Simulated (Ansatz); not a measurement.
**PBE against r2SCAN: GeO2**

The reference is GeO2 (space group P3_121, No. 152; a = 5.093 Å, c = 5.768 Å).

(Cell as relaxed with PBE.)

Levels (all Ansatz, an electronic-structure program, PAW): PBE (420 eV, no spin-orbit coupling); r2SCAN (500 eV, without spin-orbit coupling).

Each level relaxes its own structure.

```tsv
quantity	PBE	r2SCAN
volume per atom	14.40 Å³	[?]
lattice parameter a	9.625 bohr	[?]
lattice parameter c	10.899 bohr	[?]
band gap	3.22 eV	[?]
gap character	indirect, K → Γ	[?]
electron mass	0.41 mₑ along c, 0.45 mₑ across	[?]
```

Question: Predict the r2SCAN column.

Answer: 
- volume per atom, r2SCAN: 13.59 Å³
- lattice parameter a, r2SCAN: 9.427 bohr
- lattice parameter c, r2SCAN: 10.725 bohr
- band gap, r2SCAN: 4.22 eV
- gap character, r2SCAN: indirect, K → Γ
- electron mass, r2SCAN: 0.39 mₑ along c, 0.43 mₑ across

PBE's volume per atom lies 0.81 Å³ above r2SCAN's (5.9 %); PBE's lattice parameter a lies 0.198 bohr above r2SCAN's (2.1 %); PBE's lattice parameter c lies 0.1748 bohr above r2SCAN's (1.6 %); PBE's band gap lies 1.00 eV below r2SCAN's; the two agree on the gap character. Neither level is exact; r2SCAN is the comparison here, not a measurement.

Effective masses come from finite differences of ±0.01 Å⁻¹. Semilocal Kohn–Sham gaps tend to fall short of experiment. No phonon test of stability was made.
